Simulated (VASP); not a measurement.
Here is the system:

```xyz
2
Lattice="0.0000 3.0018 3.0018 3.0018 0.0000 3.0018 3.0018 3.0018 0.0000" Properties=species:S:1:pos:R:3 pbc="T T T"
Zn     0.0000     0.0000     0.0000
Te     1.5009     1.5009     1.5009
```

All values below come from LDA (Ceperley-Alder, Perdew-Zunger), VASP's LDA PAW potentials (set 64) (plane waves; VASP). Numerical set-up: 520 eV cut-off, Gaussian smearing of 0.050 eV, potentials Zn Te.

Unless said otherwise, spin-orbit coupling is left out, though it shifts the bands of the heavy elements here.

Give the energies of bands 4 to 12 at the high-symmetry points, in eV from the valence-band maximum.

| band | Γ | X | U | L | W |
|---|---|---|---|---|---|
| 4 | -7.22 | -7.05 | -7.02 | -6.96 | -6.99 |
| 5 | -6.96 | -6.94 | -6.96 | -6.96 | -6.98 |
| 6 | -6.96 | -6.73 | -6.67 | -6.80 | -6.64 |
| 7 | 0.00 | -5.30 | -5.18 | -5.52 | -5.16 |
| 8 | 0.00 | -2.36 | -3.35 | -0.98 | -3.08 |
| 9 | 0.00 | -2.36 | -1.97 | -0.98 | -2.86 |
| 10 | 1.30 | 2.11 | 2.49 | 1.71 | 4.62 |
| 11 | 4.28 | 2.14 | 4.70 | 4.95 | 4.74 |
| 12 | 4.28 | 9.93 | 7.74 | 4.95 | 5.74 |

The gap is direct, 1.30 eV, from the valence maximum at Γ to the conduction minimum at Γ.

Measured: gap 2.43 eV (computed value off by -1.13 eV), as given by Anna Miglio et al., npj Computational Materials (2020), arXiv:2011.12765 [zero-point renormalisation of 40 meV (experimental, the table's column) added back].

The compound is ZnTe in the zinc blende structure. It was relaxed first.
